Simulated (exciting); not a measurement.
# SrO (Fm-3m) in exciting: further runs, part 2 of 2

exciting (release sodium).

### 4 Band structure, PBEsol

The input, input.xml:

```xml
<input>
  <title>SrO</title>
  <structure speciespath="./" tshift="false">
    <crystal scale="1">
      <basevect>0.000000000000 4.849604153627 4.849604153627</basevect>
      <basevect>4.849604153627 0.000000000000 4.849604153627</basevect>
      <basevect>4.849604153627 4.849604153627 0.000000000000</basevect>
    </crystal>
    <species speciesfile="Sr.xml" rmt="2.3">
      <atom coord="0.500000000000 0.500000000000 0.500000000000"/>
    </species>
    <species speciesfile="O.xml" rmt="1.45">
      <atom coord="0.000000000000 0.000000000000 0.000000000000"/>
    </species>
  </structure>
  <groundstate do="fromscratch" ngridk="9 9 9" rgkmax="7.5" gmaxvr="14" lmaxapw="10" lmaxmat="10" lmaxvr="8" xctype="GGA_PBE_SOL" stype="Fermi Dirac" swidth="0.00183747" nempty="10" ValenceRelativity="iora*" epsengy="1e-05" epspot="1e-05" maxscl="60" outputlevel="normal"/>
  <properties>
    <bandstructure>
      <plot1d>
        <path steps="80">
          <point coord="0 0 0" label="G"/>
          <point coord="0.5 0 0.5" label="X"/>
          <point coord="0.5 0.25 0.75" label="W"/>
          <point coord="0.375 0.375 0.75" label="K"/>
          <point coord="0 0 0" label="G"/>
          <point coord="0.5 0.5 0.5" label="L"/>
          <point coord="0.625 0.25 0.625" label="U"/>
          <point coord="0.5 0.25 0.75" label="W"/>
          <point coord="0.5 0.5 0.5" label="L"/>
          <point coord="0.375 0.375 0.75" label="K" breakafter="true"/>
          <point coord="0.625 0.25 0.625" label="U"/>
          <point coord="0.5 0 0.5" label="X"/>
        </path>
      </plot1d>
    </bandstructure>
  </properties>
</input>
```

Potentials or basis: all-electron LAPW+lo, shipped species files, valence relativity iora*.

Command:

```sh
$ OMP_NUM_THREADS=1 exciting_smp
```

INFO.OUT:

```text
================================================================================
EXCITING SODIUM started
[... 10 lines left out ...]

 Lattice vectors (cartesian) :
      0.0000000000      4.8496041536      4.8496041536
      4.8496041536      0.0000000000      4.8496041536
      4.8496041536      4.8496041536      0.0000000000

 Reciprocal lattice vectors (cartesian) :
     -0.6478039349      0.6478039349      0.6478039349
      0.6478039349     -0.6478039349      0.6478039349
      0.6478039349      0.6478039349     -0.6478039349

 Unit cell volume                           :     228.1123867818
 Brillouin zone volume                      :       1.0874035248

 Species :    1 (Sr)
     parameters loaded from                 :    Sr.xml
     name                                   :    strontium
     nuclear charge                         :     -38.00000000
     electronic charge                      :      38.00000000
     atomic mass                            :  159721.48900000
     muffin-tin radius                      :       2.30000000
     # of radial points in muffin-tin       :     400

     atomic positions (lattice) :
       1 :   0.50000000  0.50000000  0.50000000

 Species :    2 (O)
     parameters loaded from                 :    O.xml
     name                                   :    oxygen
     nuclear charge                         :      -8.00000000
     electronic charge                      :       8.00000000
     atomic mass                            :   29165.12203000
     muffin-tin radius                      :       1.45000000
     # of radial points in muffin-tin       :     250

     atomic positions (lattice) :
       1 :   0.00000000  0.00000000  0.00000000

 Total number of atoms per unit cell        :       2

 Spin treatment                             :    spin-unpolarised

 Number of Bravais lattice symmetries       :      48
 Number of crystal symmetries               :      48

 k-point grid                               :       9    9    9
 Total number of k-points                   :      35
 k-point set is reduced with crystal symmetries

 R^MT_min * |G+k|_max (rgkmax)              :       7.50000000
 Species with R^MT_min                      :       2 (O)
 Maximum |G+k| for APW functions            :       5.17241379
 Maximum |G| for potential and density      :      14.00000000

 G-vector grid sizes                        :      32    32    32
 Total number of G-vectors                  :   10657

 Maximum angular momentum used for
     APW functions                          :      10
     computing H and O matrix elements      :      10
     potential and density                  :       8
     inner part of muffin-tin               :       2

 Total nuclear charge                       :     -46.00000000
 Total electronic charge                    :      46.00000000
 Total core charge                          :      30.00000000
 Total valence charge                       :      16.00000000

 Number of empty states                     :      10
 Total number of valence states             :      19

 Maximum Hamiltonian size                   :     555
 Maximum number of plane-waves              :     543
 Total number of local-orbitals             :      12

 Exchange-correlation type                  :      22
     PBEsol, Phys. Rev. Lett. 100, 136406 (2008)
     Generalised gradient approximation (GGA)

[... 20 lines left out ...]
+ SCF iteration number :    1                                                  +
++++++++++++++++++++++++++++++++++++++++++++++++++++++++++++++++++++++++++++++++
 Total energy                               :     -3253.92299976
 _______________________________________________________________
 Fermi energy                               :         0.18797912
 Kinetic energy                             :      3348.34637044
 Coulomb energy                             :     -6490.26284433
 Exchange energy                            :      -109.52364639
 Correlation energy                         :        -2.48287948
[... 646 lines left out ...]
 Estimated fundamental gap                  :         0.11995927
        valence-band maximum at    1      0.0000  0.0000  0.0000
     conduction-band minimum at   24      0.4444  0.4444  0.0000

 RMS change in effective potential (target) :  0.245832E-07  ( 0.100000E-04)
 Absolute change in total energy   (target) :  0.162352E-05  ( 0.100000E-04)
 Charge distance                   (target) :  0.227931E-08  ( 0.100000E-04)

++++++++++++++++++++++++++++++++++++++++++++++++++++++++++++++++++++++++++++++++
| Convergency criteria checked for the last 2 iterations                       +
| Convergence targets achieved. Performing final SCF iteration                 +
++++++++++++++++++++++++++++++++++++++++++++++++++++++++++++++++++++++++++++++++
 Total energy                               :     -3253.08738884
 _______________________________________________________________
 Fermi energy                               :         0.26486598
 Kinetic energy                             :      3347.84480143
 Coulomb energy                             :     -6489.25543720
 Exchange energy                            :      -109.18992922
 Correlation energy                         :        -2.48682386

 DOS at Fermi energy (states/Ha/cell)       :         0.00000000

 Electron charges :
     core                                   :        30.00000000
     core leakage                           :         0.00018088
     valence                                :        16.00000000
     interstitial                           :         3.84351146
     charge in muffin-tin spheres :
                  atom     1    Sr          :        35.54530822
                  atom     2     O          :         6.61118032
     total charge in muffin-tins            :        42.15648854
     total charge                           :        46.00000000

 Estimated fundamental gap                  :         0.11995927
        valence-band maximum at    1      0.0000  0.0000  0.0000
     conduction-band minimum at   24      0.4444  0.4444  0.0000

++++++++++++++++++++++++++++++++++++++++++++++++++++++++++++++++++++++++++++++++
[... 12 lines left out ...]
| EXCITING SODIUM stopped                                                      =
================================================================================
```

stdout:

```text
Info(bandstr):
 band structure plot written to BAND.OUT

 Fermi energy is at zero in plot

 Vertex location lines written to BANDLINES.OUT
```

It took 5.6 min on 1 thread of Arm Neoverse V1, shared host; peak memory 0.14 GiB.

Results:

```yaml
Free_energy: -88521.0174 eV
Band_gap_on_the_k_mesh: 3.26 eV, indirect (least direct gap 3.34 eV)
Band_gap_along_the_path: 3.21 eV, indirect (least direct gap 3.28 eV)
All_electrons_inside_the_program's_atomic_spheres: Sr 35.55; O 6.61 (radii Sr 2.3, O 1.45 bohr)
```

Levels at the corners of the path, in eV from the valence-band top:
```csv
point,band 4,band 5,band 6,band 7,band 8,band 9,band 10,band 11,band 12,band 13
Γ,-13.79,-13.79,0.00,0.00,0.00,3.90,6.23,6.23,6.23,8.44
X,-14.18,-14.18,-0.40,-0.07,-0.07,3.21,7.86,10.22,10.30,11.28
W,-14.50,-13.23,-1.13,-0.41,-0.41,5.98,5.98,8.70,11.30,11.49
K,-14.07,-13.42,-0.95,-0.56,-0.45,4.74,7.88,8.82,10.27,11.13
Γ,-13.79,-13.79,0.00,0.00,0.00,3.90,6.23,6.23,6.23,8.44
L,-13.88,-12.62,-2.20,-1.13,-1.13,6.56,8.30,8.94,8.94,12.10
U,-14.07,-13.42,-0.95,-0.56,-0.45,4.74,7.88,8.82,10.27,11.13
W,-14.50,-13.23,-1.13,-0.41,-0.41,5.98,5.98,8.70,11.30,11.49
L,-13.88,-12.62,-2.20,-1.13,-1.13,6.56,8.30,8.94,8.94,12.10
K,-14.07,-13.42,-0.95,-0.56,-0.45,4.74,7.88,8.82,10.27,11.13
U,-14.07,-13.42,-0.95,-0.56,-0.45,4.74,7.88,8.82,10.27,11.13
X,-14.18,-14.18,-0.40,-0.07,-0.07,3.21,7.86,10.22,10.30,11.28
```

As with any semilocal functional, this PBEsol gap is likely too small.

### 5 Overview

| level | outputlevel | gap on the mesh (eV) |
| --- | --- | --- |
| PBE | normal | 3.38 |
| LDA | high | 3.21 |
| PBEsol | normal | 3.26 |

Alike in all rows: task band structure; potentials or basis all-electron LAPW+lo, shipped species files, valence relativity iora*; no spin polarisation; cell as given; k mesh 9 × 9 × 9; smearing fermi-dirac 0.05 eV; rgkmax 7.5.

On the cell as given the gap runs from 3.15 eV (LDA) to 3.32 eV (PBE).

Compare energies only between runs with the same functional and basis.
